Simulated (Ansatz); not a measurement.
# LiBr: a single-point run

The task is a single-point run on LiBr. The structure is shown as the input types it.

Computed with Ansatz 0.2.0 (density functional or hybrid calculation with the settings of its input, plane waves (as first typed), unless a step's input says otherwise).

6 further runs of the same task are left out: 1 for a known fault of the program, 5 that didn't finish.

### Step 1. Starting point

The structure is cubic, space group Fm-3m (No. 225). The conventional cell has a = 5.479 Å, b = 5.479 Å, c = 5.479 Å, α = 90.00°, β = 90.00°, γ = 90.00°. Li (site symmetry m-3m) has 6 Br at 2.74 Å as nearest neighbours. Br (site symmetry m-3m) is surrounded by 6 Li at 2.74 Å.

As a file:

```cif
data_structure
_symmetry_space_group_name_H-M 'P 1'
_symmetry_Int_Tables_number 1
_cell_length_a 3.8743
_cell_length_b 3.8743
_cell_length_c 3.8743
_cell_angle_alpha 60.000
_cell_angle_beta 60.000
_cell_angle_gamma 60.000
_cell_volume 41.12
loop_
_atom_site_label
_atom_site_type_symbol
_atom_site_fract_x
_atom_site_fract_y
_atom_site_fract_z
_atom_site_occupancy
Li1 Li 0.00000 0.00000 0.00000 1
Br1 Br 0.50000 0.50000 0.50000 1
```

### Step 2. Running it

Input file input.yaml:

```yaml
crystal:
  lattice:
    - [0.0, 2.7395485816, 2.7395485816]
    - [2.7395485816, 0.0, 2.7395485816]
    - [2.7395485816, 2.7395485816, 0.0]
  atoms:
    - { symbol: Li, position: [0.0, 0.0, 0.0] }
    - { symbol: Br, position: [0.5, 0.5, 0.5] }
kpoints:
  mp_grid: { grid: [4, 4, 4] }
hamiltonian:
  xc: hse06
scf:
  occupations: { method: fixed }
  n_extra_bands: 4
  max_iter: 69
output:
  forces: true
  stress: true
  eigenvalues: true
basis:
  ecutrho_ratio: 1
```

Started as:

```bash
> ansatz run input.yaml --threads 4 --pin off --max-ram 3686MiB --backend cpu --events-out ev --progress --plain --runs-dir out
```

Q: Will this input give a usable result? If not, why, and what should change?

The run converged and reported no error, with warnings (cutoff below recommended, stress exchange threshold loose, stress scf threshold loose). Its log warns: «basis.ecutrho_ratio = 1 (ecutrho = 420 eV) is below the records' recommended 1680 eV»

The suspect setting: basis.ecutrho_ratio is 1. The grid or cutoff for the density and potential is too coarse for the wavefunction basis: a density holds Fourier components up to twice the waves' wavevector.

The test: delete basis.ecutrho_ratio (the default then holds).
